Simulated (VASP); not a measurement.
A run of VASP 6.6.1:

Contents of INCAR:

```
  ALGO = Normal
  EDIFF = 1E-6
  EDIFFG = -0.005
  ENCUT = 600
  IBRION = 2
  ISIF = 3
  ISMEAR = 0
  LASPH = True
  LCHARG = False
  LREAL = False
  LWAVE = False
  NELM = 80
  NSW = 70
  PREC = Accurate
  SIGMA = 0.02
```

The input KPOINTS:

```
k-points
0
Gamma
  8 8 8
```

Contents of POSCAR:

```
BaS
1.0
    0.0000000000      3.2143926808      3.2143926808
    3.2143926808      0.0000000000      3.2143926808
    3.2143926808      3.2143926808      0.0000000000
Ba S
1 1
Direct
    0.0000000000      0.0000000000      0.0000000000
    0.5000000000      0.5000000000      0.5000000000
```

Potentials or basis: VASP PAW LDA potentials, release 64 (Ba_sv, S).

Run with:

```sh
$ cat potpaw_LDA.64/Ba_sv/POTCAR potpaw_LDA.64/S/POTCAR > POTCAR
$ mpirun -np 1 vasp_std > vasp.out
```

Hardware: 1 thread of Intel(R) Xeon(R) Platinum 8175M CPU @ 2.50GHz (Skylake/Cascade Lake), with other jobs on the host.

Task: Estimate the wall time of this run.

Result: Wall time 63 s on 1 thread of Intel(R) Xeon(R) Platinum 8175M CPU @ 2.50GHz (Skylake/Cascade Lake) (shared host), peak memory 0.19 GiB. Counts: scf iterations 26, k points 29, ion steps 3.
